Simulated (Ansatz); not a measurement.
Na: do energies and stresses tell the same story?

Method: DFT PBEsol, scalar-relativistic, plane waves, PAW in Ansatz 0.2.0.

Settings: cutoff 420 eV, Γ-centred mesh 12×12×8 on the computed 2-atom cell, Gaussian smearing of 0.10 eV; no spin polarisation.

Relaxed cell: P6_3/mmc, a = 3.724 Å, b = 3.724 Å, c = 6.038 Å, α = 90.00°, β = 90.00°, γ = 120.00°, 2 atoms in the primitive cell. This form isn't the element's structure at ambient conditions.

Energies at zero smearing and pressures from the stress tensor, at volumes with shape and atoms relaxed:
| V (Å³/atom) | E − E(first) (meV/atom) | P (GPa) |
| --- | --- | --- |
| 34.087 | 0.00 | 0.565 |
| 35.175 | -2.80 | 0.272 |
| 36.263 | -3.74 | 0.017 |
| 37.351 | -3.06 | -0.205 |
| 38.438 | -0.98 | -0.398 |

Task: Check P = −dE/dV between neighbouring volumes, and get the bulk modulus from the pressures alone.

Result: With 1 eV/Å³ = 160.2 GPa:
```tsv
middle V (Å³/atom)	−ΔE/ΔV (GPa)	mean P (GPa)
34.631	0.412	0.419
35.719	0.138	0.144
36.807	-0.099	-0.094
37.894	-0.306	-0.301
```

The two differ by 0.007 GPa at most. The mean of two end pressures misses the average over a step by about ΔV² P″/12, up to 0.003 GPa here; with that taken off 0.003 GPa remains. Around V = 36.263 Å³/atom, the two neighbours give B = −V ΔP/ΔV = 36.263 × 0.477 / 2.176 = 7.9 GPa, against B0 = 7.9 GPa from the Birch–Murnaghan fit of the energies.